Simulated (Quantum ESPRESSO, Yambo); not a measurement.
An input for Yambo 5.3.0 (GaP (F-43m)):

```
optics
chi
dipoles
Chimod= "HARTREE"
% QpntsRXd
 1 | 4 |
%
% BndsRnXd
 1 | 50 |
%
NGsBlkXd= 3 Ry
% EnRngeXd
 0 | 30 | eV
%
% DmRngeXd
 0.2 | 0.2 | eV
%
ETStpsXd= 301
% LongDrXd
 1 | 0 | 0 |
%
```

```sh
OMP_NUM_THREADS=1 mpirun -n 4 yambo -F optics1.in -J optics1 -C optics1 > optics1.log
```

The stored states that it reads are on a 6×6×6 mesh. The structure is cubic, space group F-43m (No. 216). The conventional cell has a = 5.450 Å, b = 5.450 Å, c = 5.450 Å, α = 90.00°, β = 90.00°, γ = 90.00°. Ga has 4 P at 2.36 Å nearest. Nearest to P lie 4 Ga at 2.36 Å. Farther neighbours are not listed.

How long will it take on 4 MPI ranks of Arm Neoverse V2, shared host, and how much memory?

It took 37 s; on shared hardware allow 19 s to 75 s. Peak host memory was 1.5 GiB.

[Paths, hosts, dates, memory and timing lines, banners, echoed tables and standing remarks are left out of the program output.]

[Logs are printed without paths, hosts, clocks, repeated set-up lines and the standing remarks that a program may print on its own settings, such as how far it seeks lower states.]

[Runs of the session that timed out or met a known fault of the program may be left out.]

[Hosts, paths, dates, database ids (printed as entryN), source tags and the programs' standing remarks are cut or masked in the printed files.]
